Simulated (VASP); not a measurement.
Al, 7 atoms in the cell. The cell holds a slab with vacuum, 7 atoms: a = 2.839 Å, b = 2.839 Å, c = 27.047 Å, α = 90.00°, β = 90.00°, γ = 90.00°. The slab is cut from a database's or a generator's crystal, which needn't be the stable form of the element.

```yaml
Program: VASP 6.6.1
Task: single point
Functional: PBEsol
Potentials_or_basis: VASP PAW PBE potentials, release 64 (Al)
Cutoff: 520 eV
k_mesh: 14 × 14 × 1
Occupations: methfessel-paxton, width 0.1 eV
Spin: no spin polarisation
Dipole_correction: yes
Further_INCAR_settings: ALGO = Normal; EDIFF = 1e-06; NBANDS = 20
```

Potentials or basis: VASP PAW PBE potentials, release 64 (Al).

Run with:

```bash
$ cat potpaw_PBE.64/Al/POTCAR > POTCAR
$ mpirun -np 4 vasp_std > vasp.out
```

Hardware: 4 MPI ranks on Intel(R) Xeon(R) Platinum 8488C (Sapphire Rapids), with other jobs on the host.

Problem. Estimate the wall time of this run.

Solution. It took 81 s on 4 MPI ranks on Intel(R) Xeon(R) Platinum 8488C (Sapphire Rapids), with other jobs on the host, peak memory 0.38 GiB a rank. Counts: scf iterations 23, k points 36.
